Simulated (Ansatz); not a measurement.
# HfO2: the cost of one run

Method: DFT PBE, scalar-relativistic, plane waves, PAW, in Ansatz 0.2.0.

**1. The structure to begin with**

It takes space group P2_1/c (No. 14, monoclinic). The conventional cell has a = 5.118 Å, b = 5.186 Å, c = 5.284 Å, α = 90.00°, β = 99.35°, γ = 90.00°. Hf (site symmetry 1) has 7 O at 2.03 to 2.25 Å as nearest neighbours. Around O (site symmetry 1) lie 4 Hf at 2.14 to 2.25 Å. O (site symmetry 1) is surrounded by 3 Hf at 2.03 to 2.12 Å.

Structure file:

```cif
data_structure
_symmetry_space_group_name_H-M 'P 1'
_symmetry_Int_Tables_number 1
_cell_length_a 8.4981
_cell_length_b 8.4981
_cell_length_c 9.4761
_cell_angle_alpha 108.209
_cell_angle_beta 110.817
_cell_angle_gamma 104.789
_cell_volume 553.51
loop_
_atom_site_label
_atom_site_type_symbol
_atom_site_fract_x
_atom_site_fract_y
_atom_site_fract_z
_atom_site_occupancy
Hf1 Hf 0.11790 0.87615 0.03375 1
Hf2 Hf 0.11790 0.37615 0.53375 1
Hf3 Hf 0.61790 0.37615 0.03375 1
Hf4 Hf 0.61790 0.87615 0.53375 1
Hf5 Hf 0.59240 0.58415 0.71625 1
Hf6 Hf 0.59240 0.08415 0.21625 1
Hf7 Hf 0.09240 0.08415 0.71625 1
Hf8 Hf 0.09240 0.58415 0.21625 1
Hf9 Hf 0.38210 0.12385 0.46625 1
Hf10 Hf 0.38210 0.62385 0.96625 1
Hf11 Hf 0.88210 0.62385 0.46625 1
Hf12 Hf 0.88210 0.12385 0.96625 1
Hf13 Hf 0.90760 0.41585 0.78375 1
Hf14 Hf 0.90760 0.91585 0.28375 1
Hf15 Hf 0.40760 0.91585 0.78375 1
Hf16 Hf 0.40760 0.41585 0.28375 1
O1 O 0.34530 0.88090 0.98430 1
O2 O 0.34530 0.38090 0.48430 1
O3 O 0.84530 0.38090 0.98430 1
O4 O 0.84530 0.88090 0.48430 1
O5 O 0.14660 0.86100 0.26570 1
O6 O 0.14660 0.36100 0.76570 1
O7 O 0.64660 0.36100 0.26570 1
O8 O 0.64660 0.86100 0.76570 1
O9 O 0.15470 0.11910 0.51570 1
O10 O 0.15470 0.61910 0.01570 1
O11 O 0.65470 0.61910 0.51570 1
O12 O 0.65470 0.11910 0.01570 1
O13 O 0.35340 0.13900 0.23430 1
O14 O 0.35340 0.63900 0.73430 1
O15 O 0.85340 0.63900 0.23430 1
O16 O 0.85340 0.13900 0.73430 1
O17 O 0.87130 0.66085 0.86375 1
O18 O 0.87130 0.16085 0.36375 1
O19 O 0.37130 0.16085 0.86375 1
O20 O 0.37130 0.66085 0.36375 1
O21 O 0.54710 0.50755 0.88625 1
O22 O 0.54710 0.00755 0.38625 1
O23 O 0.04710 0.00755 0.88625 1
O24 O 0.04710 0.50755 0.38625 1
O25 O 0.62870 0.33915 0.63625 1
O26 O 0.62870 0.83915 0.13625 1
O27 O 0.12870 0.83915 0.63625 1
O28 O 0.12870 0.33915 0.13625 1
O29 O 0.95290 0.49245 0.61375 1
O30 O 0.95290 0.99245 0.11375 1
O31 O 0.45290 0.99245 0.61375 1
O32 O 0.45290 0.49245 0.11375 1
```

The runs take a perfect supercell of 48 atoms; the defect goes to fractional position (0.345, 0.881, 0.984).

**2. The perfect supercell**

The input, input.yaml:

```yaml
crystal:
  lattice:
    - [4.259337, -5.1857, 5.213867]
    - [-4.259337, -5.1857, -5.213867]
    - [5.976663, 5.1857, -5.213867]
  atoms:
    - { symbol: Hf, position: [0.1179, 0.87615, 0.03375] }
    - { symbol: Hf, position: [0.1179, 0.37615, 0.53375] }
    - { symbol: Hf, position: [0.6179, 0.37615, 0.03375] }
    - { symbol: Hf, position: [0.6179, 0.87615, 0.53375] }
    - { symbol: Hf, position: [0.5924, 0.58415, 0.71625] }
    - { symbol: Hf, position: [0.5924, 0.08415, 0.21625] }
    - { symbol: Hf, position: [0.0924, 0.08415, 0.71625] }
    - { symbol: Hf, position: [0.0924, 0.58415, 0.21625] }
    - { symbol: Hf, position: [0.3821, 0.12385, 0.46625] }
    - { symbol: Hf, position: [0.3821, 0.62385, 0.96625] }
    - { symbol: Hf, position: [0.8821, 0.62385, 0.46625] }
    - { symbol: Hf, position: [0.8821, 0.12385, 0.96625] }
    - { symbol: Hf, position: [0.9076, 0.41585, 0.78375] }
    - { symbol: Hf, position: [0.9076, 0.91585, 0.28375] }
    - { symbol: Hf, position: [0.4076, 0.91585, 0.78375] }
    - { symbol: Hf, position: [0.4076, 0.41585, 0.28375] }
    - { symbol: O, position: [0.3453, 0.8809, 0.9843] }
    - { symbol: O, position: [0.3453, 0.3809, 0.4843] }
    - { symbol: O, position: [0.8453, 0.3809, 0.9843] }
    - { symbol: O, position: [0.8453, 0.8809, 0.4843] }
    - { symbol: O, position: [0.1466, 0.861, 0.2657] }
    - { symbol: O, position: [0.1466, 0.361, 0.7657] }
    - { symbol: O, position: [0.6466, 0.361, 0.2657] }
    - { symbol: O, position: [0.6466, 0.861, 0.7657] }
    - { symbol: O, position: [0.1547, 0.1191, 0.5157] }
    - { symbol: O, position: [0.1547, 0.6191, 0.0157] }
    - { symbol: O, position: [0.6547, 0.6191, 0.5157] }
    - { symbol: O, position: [0.6547, 0.1191, 0.0157] }
    - { symbol: O, position: [0.3534, 0.139, 0.2343] }
    - { symbol: O, position: [0.3534, 0.639, 0.7343] }
    - { symbol: O, position: [0.8534, 0.639, 0.2343] }
    - { symbol: O, position: [0.8534, 0.139, 0.7343] }
    - { symbol: O, position: [0.8713, 0.66085, 0.86375] }
    - { symbol: O, position: [0.8713, 0.16085, 0.36375] }
    - { symbol: O, position: [0.3713, 0.16085, 0.86375] }
    - { symbol: O, position: [0.3713, 0.66085, 0.36375] }
    - { symbol: O, position: [0.5471, 0.50755, 0.88625] }
    - { symbol: O, position: [0.5471, 0.00755, 0.38625] }
    - { symbol: O, position: [0.0471, 0.00755, 0.88625] }
    - { symbol: O, position: [0.0471, 0.50755, 0.38625] }
    - { symbol: O, position: [0.6287, 0.33915, 0.63625] }
    - { symbol: O, position: [0.6287, 0.83915, 0.13625] }
    - { symbol: O, position: [0.1287, 0.83915, 0.63625] }
    - { symbol: O, position: [0.1287, 0.33915, 0.13625] }
    - { symbol: O, position: [0.9529, 0.49245, 0.61375] }
    - { symbol: O, position: [0.9529, 0.99245, 0.11375] }
    - { symbol: O, position: [0.4529, 0.99245, 0.61375] }
    - { symbol: O, position: [0.4529, 0.49245, 0.11375] }
basis:
  ecutwfc: 420
  fft_grid_basis: typed
kpoints:
  mp_grid: { grid: [2, 2, 2] }
hamiltonian:
  xc: pbe
  pseudopotentials: { kind: paw }
scf:
  occupations: { method: gaussian, width: 0.05 }
output:
  forces: true
  stress: false
  eigenvalues: true
  bader: false
  write_density: true
  volumetric_format: npy
```

Started as:

```sh
ansatz run input.yaml --threads 4 --pin off --max-ram 10240MiB --backend cpu --events-out ev --progress --plain --runs-dir out
```

**Question.** How long does this run take on 4 threads of Intel Xeon Platinum 8259CL at 2.50GHz (Skylake/Cascade Lake), shared host, and how much memory does it need?

About 39 s, with a peak of 4 GiB.
